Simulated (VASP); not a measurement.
# AgCl (Fm-3m) in VASP: single point with PBEsol

Aim: the single point of AgCl with PBEsol.

All numbers are computed with VASP 6.6.1; they aren't measurements. Logs are shortened: lines on timing, memory, paths and dates and some standing lists are left out, and cuts for length are marked.

**Measured values to compare with.**

A printed reference work, data compilation reports, for a bulk crystal of AgCl: band gap 3.249 eV (indirect).

The runs below are set against these values where they give the same quantity.

## 1. Starting point

The structure is cubic, space group Fm-3m (No. 225). Conventional cell: a = 5.546 Å, b = 5.546 Å, c = 5.546 Å, α = 90.00°, β = 90.00°, γ = 90.00°. Ag (site symmetry m-3m) is surrounded by 6 Cl at 2.77 Å. Cl (site symmetry m-3m) is surrounded by 6 Ag at 2.77 Å.

## 2. Single point, PBEsol

Input file INCAR:

```
ALGO     = Normal         # electronic algorithm
EDIFF    = 1E-6           # SCF threshold, eV
ENCUT    = 520            # plane-wave cutoff, eV
GGA      = PS             # functional
ISIF     = 2              # what is computed and relaxed
ISMEAR   = 0              # smearing method
LASPH    = True           # aspherical terms in the spheres
LCHARG   = False          # write CHGCAR
LREAL    = False          # projectors in reciprocal space
LWAVE    = False          # write WAVECAR
NBANDS   = 16             # bands
NELM     = 100            # most SCF steps
PREC     = Accurate       # precision mode
SIGMA    = 0.05           # smearing width, eV
```

Input file KPOINTS:

```
k-points
0
Gamma
  8 8 8
```

Input file POSCAR:

```
AgCl
1.0
    0.0000000000      2.7731500000      2.7731500000
    2.7731500000      0.0000000000      2.7731500000
    2.7731500000      2.7731500000      0.0000000000
Ag Cl
1 1
Direct
    0.5000000000      0.5000000000      0.5000000000
    0.0000000000      0.0000000000      0.0000000000
```

Potentials or basis: VASP PAW PBE potentials, release 64 (Ag, Cl).

Started as:

```
cat potpaw_PBE.64/Ag/POTCAR potpaw_PBE.64/Cl/POTCAR > POTCAR
mpirun -np 1 vasp_std > vasp.out
```

OUTCAR:

```text
EDIFF = 1E-6
   ENCUT = 520
   GGA = PS
   ISIF = 2
   ISMEAR = 0
   LASPH = True
   LREAL = False
   NELM = 100
   PREC = Accurate

 ion  position               nearest neighbor table
   1  0.500  0.500  0.500-   2 2.77   2 2.77   2 2.77   2 2.77   2 2.77   2 2.77
   2  0.000  0.000  0.000-   1 2.77   1 2.77   1 2.77   1 2.77   1 2.77   1 2.77

  LATTYP: Found a face centered cubic cell.
 ALAT       =     5.5463000000

  Lattice vectors:

 A1 = (   0.0000000000,   2.7731500000,   2.7731500000)
 A2 = (   2.7731500000,   0.0000000000,   2.7731500000)
 A3 = (   2.7731500000,   2.7731500000,   0.0000000000)

Analysis of symmetry for initial positions (statically):
=====================================================================
 Subroutine PRICEL returns:
 Original cell was already a primitive cell.

 Routine SETGRP: Setting up the symmetry group for a
 face centered cubic supercell.

 Subroutine GETGRP returns: Found 48 space group operations
 (whereof 48 operations were pure point group operations)
 out of a pool of 48 trial point group operations.

The static configuration has the point symmetry O_h .

Analysis of symmetry for dynamics (positions and initial velocities):
=====================================================================
 Subroutine PRICEL returns:
 Original cell was already a primitive cell.

 Routine SETGRP: Setting up the symmetry group for a
 face centered cubic supercell.

 Subroutine GETGRP returns: Found 48 space group operations
 (whereof 48 operations were pure point group operations)
 out of a pool of 48 trial point group operations.

The dynamic configuration has the point symmetry O_h .

 Subroutine INISYM returns: Found 48 space group operations
 (whereof 48 operations are pure point group operations),
 and found     1 'primitive' translations

----------------------------------------------------------------------------------------

                                     Primitive cell

  volume of cell :      42.6530

  direct lattice vectors                    reciprocal lattice vectors
     0.000000000  2.773150000  2.773150000    -0.180300380  0.180300380  0.180300380
     2.773150000  0.000000000  2.773150000     0.180300380 -0.180300380  0.180300380
     2.773150000  2.773150000  0.000000000     0.180300380  0.180300380 -0.180300380

  length of vectors
     3.921826340  3.921826340  3.921826340     0.312289420  0.312289420  0.312289420

  position of ions in fractional coordinates (direct lattice)
     0.500000000  0.500000000  0.500000000
     0.000000000  0.000000000  0.000000000

  ion indices of the primitive-cell ions
   primitive index   ion index
                 1           1
                 2           2

----------------------------------------------------------------------------------------

 KPOINTS: k-points

Automatic generation of k-mesh.
 Grid dimensions read from file:
 generate k-points for:    8    8    8

 Generating k-lattice:

  Cartesian coordinates                     Fractional coordinates (reciprocal lattice)
    -0.022537548  0.022537548  0.022537548     0.125000000  0.000000000  0.000000000
     0.022537548 -0.022537548  0.022537548     0.000000000  0.125000000  0.000000000
     0.022537548  0.022537548 -0.022537548     0.000000000  0.000000000  0.125000000

  Length of vectors
     0.039036177  0.039036177  0.039036177

  Shift w.r.t. Gamma in fractional coordinates (k-lattice)
     0.000000000  0.000000000  0.000000000

 Subroutine IBZKPT returns following result:
 ===========================================

 Found     29 irreducible k-points:

 Following reciprocal coordinates:
            Coordinates               Weight
  0.000000  0.000000  0.000000      1.000000
  0.125000  0.000000  0.000000      8.000000
  0.250000  0.000000  0.000000      8.000000
  0.375000  0.000000  0.000000      8.000000
  0.500000  0.000000  0.000000      4.000000
  0.125000  0.125000  0.000000      6.000000
[... 16 lines left out ...]
  0.500000  0.250000  0.125000     48.000000
 -0.375000  0.250000  0.125000     24.000000
 [... further k-points ...]
   k-points           NKPTS =     29   k-points in BZ     NKDIM =     29   number of bands    NBANDS=     16
   number of dos      NEDOS =    301   number of ions     NIONS =      2
   total plane-waves  NPLWV =  27000
   dimension x,y,z NGX =    30 NGY =   30 NGZ =   30
   dimension x,y,z NGXF=    60 NGYF=   60 NGZF=   60
   ions per type =               1   1
   NGX,Y,Z   is equivalent  to a cutoff of  12.72, 12.72, 12.72 a.u.
   NGXF,Y,Z  is equivalent  to a cutoff of  25.43, 25.43, 25.43 a.u.
 SYSTEM =  unknown system
   PREC   = accura    normal or accurate (medium, high low for compatibility)
   ISTART =      0    job   : 0-new  1-cont  2-samecut
   ICHARG =      2    charge: 1-file 2-atom 10-const
   ISPIN  =      1    spin polarized calculation?
   LNONCOLLINEAR =      F non collinear calculations
   LSORBIT =      F    spin-orbit coupling
   LASPH  =      T    aspherical Exc in radial PAW
   ENCUT  =  520.0 eV  38.22 Ry    6.18 a.u.   7.29  7.29  7.29*2*pi/ulx,y,z
   NELM   =    100;   NELMIN=  2; NELMDL= -5     # of ELM steps
   EDIFF  = 0.1E-05   stopping-criterion for ELM
   LREAL  =      F    real-space projection
   EDIFFG = 0.1E-04   stopping-criterion for IOM
   NSW    =      0    number of steps for IOM
   IBRION =     -1    ionic relax: 0-MD 1-quasi-New 2-CG
   NFREE  =      0    steps in history (QN), initial steepest desc. (CG)
   ISIF   =      2    stress and relaxation
   ISYM   =      2    0-nonsym 1-usesym 2-fastsym
   POTIM  = 0.5000    time-step for ionic-motion
   TEBEG  =    0.0;   TEEND  =   0.0 temperature during run
   PSTRESS=    0.0 pullay stress
   NELECT =      18.0000    total number of electrons
   NUPDOWN=      -1.0000    fix difference up-down
   EMIN   =  10.00;   EMAX   =-10.00  energy-range for DOS
   EFERMI =   0.00;   METHOD = LEGACY
   ISMEAR =     0;   SIGMA  =   0.05  broadening in eV -4-tet -1-fermi 0-gaus
   EFERMI_NEDOS =   21; number of points for ismear=-14 and -15
   IALGO  =     38    algorithm
   IMIX   =      4    mixing-type and parameters
     AMIX     =   0.40;   BMIX     =  1.00
     AMIX_MAG =   1.60;   BMIX_MAG =  1.00
  volume/ion in A,a.u.               =      21.33       143.92
  Fermi-wavevector in a.u.,A,eV,Ry     =   1.227955  2.320498 20.515850  1.507872
  Thomas-Fermi vector in A             =   2.362898
   LORBIT       =      0    0 simple, 1 ext, 2 COOP (PROOUT), +10 PAW based schemes
   GGA     = PS    functional components
   LHFCALC =     F    Hartree Fock is set to
   AEXX    =    0.0000 exact exchange contribution
   IVDW    =     0    specifies the selected vdW correction
   LEPSILON=     F    determine dielectric tensor
   LRPA    =     F    only Hartree local field effects (RPA)
 non-spin polarized calculation
 Gauss-broadening in eV      SIGMA  =   0.05
  energy-cutoff  :      520.00
  volume of cell :       42.65
 maximum number of plane-waves:      1174
 NGX is ok and might be reduce to    30
   NGX = 15   NGY = 15   NGZ = 15

 number of electron      18.0000005 magnetization

 Free energy of the ion-electron system (eV)
  ---------------------------------------------------
  ext. energy  EPLUGINS =         0.00000000
  ---------------------------------------------------
  free energy    TOTEN  =        -6.04129158 eV

  energy without entropy =       -6.04129158  energy(sigma->0) =       -6.04129158

 E-fermi :   3.9251     XC(G=0): -10.2156

 val. band max:        3.7128510928   @ k =   0.5000   0.0000   0.0000
 cond. band min:       4.4430965602   @ k =   0.0000   0.0000   0.0000
 fundamental gap:      0.7302454675
 Fermi energy:         3.9251227501

 k-point     1 :       0.0000    0.0000    0.0000
  band No.  band energies     occupation
      1     -11.4296      2.00000
      2       1.2383      2.00000
      3       1.2383      2.00000
      4       1.2383      2.00000
      5       1.2776      2.00000
      6       1.2776      2.00000
[... 8 lines left out ...]
     15      16.8739      0.00000
     16      16.8739      0.00000

 k-point     2 :       0.1250    0.0000    0.0000
  band No.  band energies     occupation
      1     -11.3681      2.00000
      2       0.5222      2.00000
      3       0.5918      2.00000
      4       0.5918      2.00000
      5       1.2939      2.00000
      6       1.2939      2.00000
[... 8 lines left out ...]
     15      15.6473      0.00000
     16      16.2285      0.00000

 k-point     3 :       0.2500    0.0000    0.0000
  band No.  band energies     occupation
      1     -11.2131      2.00000
      2      -0.5279      2.00000
      3       0.0143      2.00000
      4       0.0143      2.00000
      5       1.4228      2.00000
      6       1.4228      2.00000
[... 8 lines left out ...]
     15      15.9003      0.00000
     16      16.1055      0.00000

 k-point     4 :       0.3750    0.0000    0.0000
  band No.  band energies     occupation
      1     -11.0480      2.00000
      2      -1.3173      2.00000
      3      -0.3535      2.00000
      4      -0.3535      2.00000
      5       1.5572      2.00000
      6       1.5572      2.00000
[... 8 lines left out ...]
     15      16.7830      0.00000
     16      16.7830      0.00000

 k-point     5 :       0.5000    0.0000    0.0000
  band No.  band energies     occupation
      1     -10.9763      2.00000
      2      -1.6071      2.00000
      3      -0.4795      2.00000
      4      -0.4795      2.00000
      5       1.6146      2.00000
      6       1.6146      2.00000
[... 8 lines left out ...]
     15      17.3910      0.00000
     16      17.3910      0.00000

 k-point     6 :       0.1250    0.1250    0.0000
  band No.  band energies     occupation
      1     -11.3498      2.00000
      2       0.0378      2.00000
      3       0.8796      2.00000
      4       0.8796      2.00000
      5       1.1879      2.00000
      6       1.3056      2.00000
[... 8 lines left out ...]
     15      17.5163      0.00000
     16      17.6138      0.00000

 k-point     7 :       0.2500    0.1250    0.0000
  band No.  band energies     occupation
      1     -11.2317      2.00000
      2      -0.5445      2.00000
      3       0.3154      2.00000
      4       0.3932      2.00000
      5       1.2571      2.00000
      6       1.4413      2.00000
[... 8 lines left out ...]
     15      17.0947      0.00000
     16      17.5583      0.00000

 k-point     8 :       0.3750    0.1250    0.0000
  band No.  band energies     occupation
      1     -11.0755      2.00000
      2      -1.0841      2.00000
      3      -0.2639      2.00000
      4      -0.0993      2.00000
      5       1.4063      2.00000
      6       1.5818      2.00000
[... 8 lines left out ...]
     15      17.4689      0.00000
     16      17.5017      0.00000

 k-point     9 :       0.5000    0.1250    0.0000
  band No.  band energies     occupation
      1     -10.9741      2.00000
      2      -1.4273      2.00000
      3      -0.4696      2.00000
      4      -0.3886      2.00000
      5       1.5516      2.00000
      6       1.6293      2.00000
[... 8 lines left out ...]
     15      17.5492      0.00000
     16      18.1930      0.00000
[... 172 lines left out ...]
 k-point    19 :       0.5000    0.3750    0.0000
  band No.  band energies     occupation
      1     -10.9615      2.00000
      2      -0.7316      2.00000
      3       0.1250      2.00000
      4       0.2949      2.00000
      5       1.1450      2.00000
      6       1.6920      2.00000
[... 8 lines left out ...]
     15      18.5560      0.00000
     16      19.1076      0.00000

 k-point    20 :      -0.3750    0.3750    0.0000
  band No.  band energies     occupation
      1     -10.9340      2.00000
      2      -0.5594      2.00000
      3      -0.5242      2.00000
      4      -0.1051      2.00000
      5       1.3721      2.00000
      6       1.6764      2.00000
[... 8 lines left out ...]
     15      17.3619      0.00000
     16      19.5863      0.00000

 k-point    21 :       0.5000    0.5000    0.0000
  band No.  band energies     occupation
      1     -10.9585      2.00000
      2      -0.6782      2.00000
      3       0.6253      2.00000
      4       0.6253      2.00000
      5       0.8993      2.00000
      6       1.4711      2.00000
[... 8 lines left out ...]
     15      18.8722      0.00000
     16      18.8722      0.00000

 k-point    22 :       0.3750    0.2500    0.1250
  band No.  band energies     occupation
      1     -11.1183      2.00000
      2      -0.9040      2.00000
      3      -0.0706      2.00000
      4       0.2923      2.00000
      5       1.3331      2.00000
      6       1.5393      2.00000
[... 8 lines left out ...]
     15      17.8022      0.00000
     16      18.9443      0.00000

 k-point    23 :       0.5000    0.2500    0.1250
  band No.  band energies     occupation
      1     -11.0003      2.00000
      2      -1.1189      2.00000
      3      -0.3648      2.00000
      4      -0.1134      2.00000
      5       1.4552      2.00000
      6       1.6217      2.00000
[... 8 lines left out ...]
     15      18.0199      0.00000
     16      18.7552      0.00000

 k-point    24 :      -0.3750    0.2500    0.1250
  band No.  band energies     occupation
      1     -10.9500      2.00000
      2      -1.1844      2.00000
      3      -0.4188      2.00000
      4      -0.3658      2.00000
      5       1.5463      2.00000
      6       1.6163      2.00000
[... 8 lines left out ...]
     15      17.1139      0.00000
     16      18.5972      0.00000

 [... further k-points ...]
[... 5 lines left out ...]
  --------------------------------------------------------------------------------------
  -------------------------------------------------------------------------------------
  Total       -0.7294494     -0.7294494     -0.7294494      0.0000000     -0.0000000      0.0000000
  in kB      -27.4003212    -27.4003212    -27.4003212      0.0000000     -0.0000000      0.0000000
  external PRESSURE =     -27.4003212 kB  Pullay stress =       0.0000000 kB

 VOLUME and BASIS-vectors are now :
 -----------------------------------------------------------------------------
  energy-cutoff  :      520.00
  volume of cell :       42.65
      direct lattice vectors                 reciprocal lattice vectors
     0.000000000  2.773150000  2.773150000    -0.180300380  0.180300380  0.180300380
     2.773150000  0.000000000  2.773150000     0.180300380 -0.180300380  0.180300380
     2.773150000  2.773150000  0.000000000     0.180300380  0.180300380 -0.180300380

 POSITION                                       TOTAL-FORCE (eV/Angst)
 -----------------------------------------------------------------------------------
      2.77315      2.77315      2.77315        -0.000000     -0.000000      0.000000
      0.00000      0.00000      0.00000         0.000000      0.000000      0.000000
 -----------------------------------------------------------------------------------
    total drift:                                0.000000      0.000000      0.000000

  FREE ENERGIE OF THE ION-ELECTRON SYSTEM (eV)
  ---------------------------------------------------
  free  energy   TOTEN  =        -6.0412915813 eV

  energy  without entropy=       -6.0412915813  energy(sigma->0) =       -6.04129158
```

It took 12 s on 1 thread of Intel Xeon 6975P-C (Granite Rapids), shared host; peak memory 0.16 GiB.

What came out:

* Free energy: -6.0413 eV
* Pressure: -2.7 GPa
* Band gap on the k mesh: 0.73 eV, indirect (least direct gap 3.04 eV)

Levels at points of the mesh, in eV from the valence-band top:
```tsv
k point	band 5	band 6	band 7	band 8	band 9	band 10	band 11	band 12	band 13	band 14
(0.00, 0.00, 0.00)	-2.44	-2.44	-2.33	-2.33	-2.33	0.73	10.74	10.74	10.74	12.08
(0.50, 0.00, 0.00)	-2.10	-2.10	-1.78	0.00	0.00	4.03	6.44	7.53	7.53	13.33
(0.50, 0.50, 0.00)	-2.81	-2.24	-1.98	-1.98	-1.90	2.24	7.85	8.46	11.35	11.35
```

Caveat: the PAW data sets were made with another functional, which shifts forces and pressure a little.

## 3. How close it comes

Step 2. Against the measured gap of AgCl, 3.249 eV (indirect; a printed reference work, data compilation), the calculated 0.73 eV is off by -2.52 eV. So large a miss can be the level of theory's own, or it may mean another phase, state or a wrong row. Spin-orbit coupling on Ag is left out. The value is that of PBEsol on a finite k mesh, which can miss the band edges, without temperature or zero-point motion. Semilocal functionals fall short of measured gaps as a rule.
